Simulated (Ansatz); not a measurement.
**ZnF2, a database entry at a rescaled volume**

```xyz
6
Lattice="4.7001 0.0000 0.0000 0.0000 4.7001 0.0000 0.0000 0.0000 3.1311" Properties=species:S:1:pos:R:3 pbc="T T T"
Zn    0.0000    0.0000    0.0000
Zn    2.3500    2.3500    1.5656
F     1.4265    1.4265    0.0000
F     0.9236    3.7765    1.5656
F     3.2736    3.2736    0.0000
F     3.7765    0.9236    1.5656
```

Single point in Ansatz 0.2.0 with PBE, no spin polarisation. Cutoff 420 eV, PAW datasets, 6×6×8 Γ-centred k mesh, fermi-dirac filling (width 0.1 eV).

- Forces: Nearly at rest: the largest force is 0.047 eV/Å.
- Stress: The pressure is 6.4 GPa (compression positive), so with the atoms held at these fractions the cell would first expand.
- Band edges: Within 0.7 eV of the edges, the states project mainly on F p (58 %) and Zn d (41 %) below the gap and on Zn s (76 %) and F s (18 %) above it.
- Formation energy: -2.28 eV an atom against the elements' usual phases (free molecules for gases, crystals otherwise, with no correction for O₂ or N₂), so it is bound against them; other compounds may still compete. Relaxing would lower it.
- Charges: Bader charges in e: Zn +1.48, F -0.74. In the mean Zn gives up most and F takes most.
- Electronic structure: The gap is 3.59 eV, direct at the points sampled.
- Contacts: Zn–F at 2.02 Å: least valence density 0.46 e/Å³ and ELF 0.14 there. These are pseudo-fields; inside the PAW spheres they differ from the all-electron ones.

Origin: a database entry at a rescaled volume.
